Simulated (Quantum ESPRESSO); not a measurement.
**MoS2: Hubbard U from linear response under several settings**

```
CELL_PARAMETERS angstrom
1.58000 0.91221 6.15000
-1.58000 0.91221 6.15000
0.00000 -1.82443 6.15000
ATOMIC_POSITIONS crystal
Mo 0.00000 0.00000 0.00000
S 0.41700 0.41700 0.41700
S 0.25000 0.25000 0.25000
```

Measurements of this composition are mostly on another form, of space group No. 194.

All runs used Quantum ESPRESSO 7.5; potentials GBRV 1.5 LDA; k mesh 4 × 4 × 4; given cell; no spin polarisation; cutoff 612 eV; occupations smeared at first, fixed for the response.

```tsv
level	projectors	U typed (eV)	q mesh	with V	state	U computed (eV)
LDA+U	ortho-atomic	4.0	1 × 1 × 1	no	insulator	Mo 3.8
LDA+U	ortho-atomic	0.0	2 × 2 × 2	no	insulator	?
LDA+U	ortho-atomic	4.0	3 × 3 × 3	no	insulator	Mo 3.7
```

Q: What stands in the row left open?

A: U computed Mo 3.7 eV.

Caveats: all runs use coarse meshes; the computed U isn't converged in cell size (some runs).

For the row left open. Caveat: the k mesh is coarse (spacing up to 0.58 Å⁻¹), so the values aren't converged.
